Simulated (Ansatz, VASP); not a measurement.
**Two plane-wave programs on Te**

```
Te
1.0
    -1.91800    1.91800    1.91800
     1.91800   -1.91800    1.91800
     1.91800    1.91800   -1.91800
Te
1
Direct
  0.00000 0.00000 0.00000
```

Alike in both runs: task single point; functional BLYP; k mesh 13 × 13 × 13; occupations fermi-dirac, width 0.1 eV; no spin polarisation.

```csv
,VASP,Ansatz
version,VASP 6.6.1,Ansatz 0.2.0
potentials or method,"VASP PAW PBE potentials, release 64 (Te)","plane waves (420 eV) with PAW, scalar-relativistic"
plane-wave cutoff (eV),520,420
valence electrons in the cell,6,16
```

Ansatz gave:

```
pressure (GPa) : 6.6
```

Q: What did VASP give for the same quantities?

A: Pressure (GPa): 6.7.

With one functional, cell and mesh, what is left measures potentials, basis and numerics. The two sets of potentials don't hold the same shells in valence.

Caveats: the PAW data sets were made with another functional, which shifts forces and pressure a little (VASP). Spin-orbit coupling is left out, which matters for the levels of Te.
